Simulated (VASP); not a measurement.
Input of a VASP 6.6.1 run:

Contents of INCAR:

```
ALGO     = Fast           # electronic algorithm
EDIFF    = 1E-6           # SCF threshold, eV
EDIFFG   = -0.01          # ionic threshold
ENCUT    = 600            # plane-wave cutoff, eV
GGA      = PE             # functional
IBRION   = 2              # ionic algorithm
ISIF     = 3              # what is computed and relaxed
ISMEAR   = 1              # smearing method
LASPH    = True           # aspherical terms in the spheres
LCHARG   = False          # write CHGCAR
LREAL    = False          # projectors in reciprocal space
LWAVE    = False          # write WAVECAR
NELM     = 100            # most SCF steps
NSW      = 40             # ionic steps
PREC     = Accurate       # precision mode
SIGMA    = 0.1            # smearing width, eV
```

The input KPOINTS:

```
k-points
0
Gamma
  6 6 6
```

The input POSCAR:

```
Cs
1.0
    0.0920810400      3.8522841600      3.9745477000
    4.0358804500      0.0527290300      4.0138997100
    4.0636887500      3.9194444700      0.0249207300
Cs
1
Direct
    0.0000000000      0.0000000000      0.0000000000
```

Potentials or basis: VASP PAW PBE potentials, release 64 (Cs_sv).

Command:

```bash
$ cat potpaw_PBE.64/Cs_sv/POTCAR > POTCAR
$ mpirun -np 1 vasp_std > vasp.out
```

(1) Predict the space group after relaxing (to 0.05 Å).

(2) Predict the band gap on the k mesh.

## Answers

(1) I4/mmm (No. 139).

(2) none (metal or under the smearing width).
